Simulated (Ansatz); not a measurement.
A run of Ansatz 0.2.0 is set up as follows.

The input input.yaml:

```yaml
crystal:
  lattice:
    - [2.908394, 0.0, 0.0]
    - [0.0, 2.908394, 0.0]
    - [0.0, 0.0, 4.103427]
  atoms:
    - { symbol: Si, position: [0.5, 0.5, 0.5] }
    - { symbol: Mg, position: [0.0, 0.0, 0.0] }
hamiltonian:
  xc: pbesol
  pseudopotentials: { kind: paw }
kpoints:
  mp_grid: { grid: [8, 8, 6] }
scf:
  occupations: { method: fermi_dirac, width: 0.05 }
output:
  forces: true
  stress: true
elastic:
  mode: relaxed_ion
  stencil: two_point
```

Potentials or basis: Ansatz PAW.

Command:

```console
$ ansatz run input.yaml --threads 2 --pin off --max-ram 5632MiB --backend cpu --events-out ev --progress --plain --runs-dir out
```

Q: Predict the Voigt bulk modulus.

A: 61 GPa.

Q: Predict the pressure.

A: -1.9 GPa.

Stress tensor (GPa, compression positive):
```
-0.66  0.00  0.00
 0.00 -0.66  0.00
 0.00  0.00 -4.26
```

Caveat: elastic constants of metals need much finer meshes, so these are rough; the PAW data sets come from PBE, with cores solved anew for the run's functional, which leaves a small shift of forces and pressure.
